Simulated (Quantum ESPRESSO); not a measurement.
**BaH2: dielectric tensor and Born charges under several settings**

```
CELL_PARAMETERS angstrom
4.46203 0.00000 0.00000
-2.23101 3.86423 0.00000
0.00000 0.00000 6.05529
ATOMIC_POSITIONS crystal
Ba 0.33333 0.66667 0.25000
Ba 0.66667 0.33333 0.75000
H 0.00000 0.00000 0.00000
H 0.00000 0.00000 0.50000
H 0.66667 0.33333 0.25000
H 0.33333 0.66667 0.75000
```

The cell comes from a database or a generator and needn't be the stable form of this composition.

All runs used Quantum ESPRESSO 7.5; potentials GBRV 1.5 LDA; given cell; no spin polarisation; cutoff 612 eV; occupations smeared at first, fixed for the response.

| level | k mesh (s: shifted) | pressure (GPa) | ε∞ (diagonal) | Born charge of atom 1 (e) | sum of the Born charges (e) |
| --- | --- | --- | --- | --- | --- |
| LDA | 4 × 4 × 2 | -3.2 | 5.87, 5.87, 5.53 | 2.33 | -0.28 |
| LDA | 4 × 4 × 4 | ? | ? | ? | ? |
| LDA | 6 × 6 × 4 | -3.3 | 5.57, 5.57, 4.95 | 2.28 | -0.02 |
| LDA | 8 × 8 × 6 | -3.3 | 5.49, 5.49, 4.93 | 2.27 | 0.00 |
| LDA | 10 × 10 × 6 | -3.3 | 5.47, 5.47, 4.93 | 2.27 | 0.00 |

Q: What stands in the row left open?

A: Pressure -3.3 GPa; ε∞ 5.92, 5.92, 4.94; Born charge of atom 1 2.33 e; sum of the Born charges -0.10 e.

Caveats: some runs use coarse meshes; the cell is more than 3 GPa from zero pressure, which shifts response properties; on a mesh that holds Γ this program's dielectric tensor can be off by some percent beyond the error of the mesh.

For the row left open. Caveat: the mesh is thin for the dielectric tensor, Born charges and intensities, which usually come out too large; the cell is more than 3 GPa from zero pressure, which shifts response properties; on a mesh that holds Γ this program's dielectric tensor can be off by some percent beyond the error of the mesh; the Born charges break their sum rule by 0.10 e, a sign of too thin a mesh.
